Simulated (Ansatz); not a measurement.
Pressure series in ZnTe

The reference is ZnTe in the zinc blende structure (space group F-43m, No. 216).

```xyz
2
Lattice="0.0000 3.0896 3.0896 3.0896 0.0000 3.0896 3.0896 3.0896 0.0000" Properties=species:S:1:pos:R:3 pbc="T T T"
Te     4.6344     4.6344     4.6344
Zn     0.0000     0.0000     0.0000
```

Cell and atoms are relaxed at each pressure.

All numbers come from PBE (Ansatz, a first-principles code), no spin-orbit coupling, earlier PAW set.

```tsv
variant	electron mass	density	gap character
base	0.077 mₑ (at Γ)	5.43 g/cm³	direct at Γ
pressure −2 GPa	0.065 mₑ (at Γ)	5.16 g/cm³	direct at Γ
pressure −1 GPa	0.071 mₑ (at Γ)	5.30 g/cm³	direct at Γ
pressure 3 GPa	0.090 mₑ (at Γ)	5.77 g/cm³	direct at Γ
pressure 7 GPa	0.10 mₑ (at Γ)	6.14 g/cm³	direct at Γ
pressure 15 GPa	1.0 mₑ along k, 0.23 mₑ across (off the special points)	6.71 g/cm³	indirect, Γ → Γ–X (86 % along)
pressure 30 GPa	1.2 mₑ along k, 0.22 mₑ across (off the special points)	7.52 g/cm³	indirect, Γ → Γ–X (87 % along)
pressure 50 GPa	1.8 mₑ along k, 0.21 mₑ across (off the special points)	8.34 g/cm³	indirect, Γ → a point along ⟨100⟩, about 1.0 Å⁻¹ from Γ
pressure 75 GPa	1.9 mₑ along k, 0.21 mₑ across (off the special points)	9.14 g/cm³	indirect, Γ → a point along ⟨100⟩, about 1.1 Å⁻¹ from Γ
pressure 100 GPa	–	9.80 g/cm³	indirect, Γ → X
```

Spin-orbit coupling, missing from the scalar runs, can matter with Te. Load acts through the strain it causes; cell and atoms are relaxed under it. Masses are band curvatures over ±0.01 Å⁻¹ around the edge. Along k means along the line from Γ to the band edge. No phonon test of stability was made. Measured, ZnTe leaves this structure (for cinnabar) near 9.5 GPa (temperature not stated; as listed in Datta, Sujoy, Jana, Debnarayan, arXiv (2020)), on rising pressure, with hysteresis.
